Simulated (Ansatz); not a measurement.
Runs of Ansatz 0.2.0 on BP. It takes space group F-43m (No. 216, cubic). The conventional cell has a = 4.538 Å, b = 4.538 Å, c = 4.538 Å, α = 90.00°, β = 90.00°, γ = 90.00°. P (site symmetry -43m) is surrounded by 4 B at 1.97 Å. B (site symmetry -43m) has 4 P at 1.97 Å as nearest neighbours. 

| task | level | potentials or basis | spin | cell | k mesh | cutoff (eV) | smearing | other keys | mesh quality | gap on the mesh (eV) | pressure (GPa) | moment (μB) | largest force (eV/Å) |
| --- | --- | --- | --- | --- | --- | --- | --- | --- | --- | --- | --- | --- | --- |
| projected density of states | PBE+D3(BJ)-ATM | Ansatz NC | collinear, ferromagnetic start | atoms moved at random, drawn with an rms of 0.05 Å | 8 × 8 × 8 | 1116 | fermi-dirac 0.05 eV | scf.initial_density.chi_scale = 0; crystal.symmetry = detect False; … | not flagged | 0.84 | -2.4 | 0.00 | 1.21 |
| density of states | HSEsol | JTH PAW | off | as given | 6 × 6 × 6 | 840 | fixed | - | not flagged | (a) | (b) | - | - |
| single point | PBE | Ansatz PAW | off | atoms moved at random, drawn with an rms of 0.05 Å | 10 × 10 × 10 | 420 | fermi-dirac 0.05 eV | - | not flagged | 0.90 | 1.3 | - | 0.68 |
| electrostatic potential | HSE03 | SPMS NC | collinear, random start | as given | 5 × 5 × 5 | 789 | gaussian 0.15 eV | - | coarse | 1.80 | -0.6 | 0.00 | - |
| ladder of functionals | BPBE | Ansatz PAW | off | as given | 10 × 10 × 10 | 420 | fermi-dirac 0.1 eV | - | not flagged | 1.25 | 1.4 | - | - |
| single point | PBE | Ansatz PAW | off | as given | 10 × 10 × 10 | 420 | fermi-dirac 0.05 eV | - | not flagged | 1.24 | 1.1 | - | - |
| density of states | BPBE | PseudoDojo standard (PBE files) | non-collinear, ferromagnetic start | as given | 10 × 10 × 10 | 1034 | fixed | hamiltonian.pseudopotentials = kind nc, accuracy standard; … | not flagged | 1.26 | 1.1 | 0.00 | - |

Problem. Fill in the values left out.

Solution. (a) 2.00; (b) -3.5.

Caveats: some runs use coarse meshes; the starting moments weren't kept (some runs); the thresholds are loose for stress (some runs); the potentials were made for another functional, which shifts forces and pressure (some runs); odd divisions of the mesh miss points on the zone boundary, where band edges often lie, so the gap on the mesh can be too wide (some runs); the PAW data sets come from PBE, with cores solved anew for the run's functional, which leaves a small shift of forces and pressure (some runs).

A k mesh can miss the band edges.
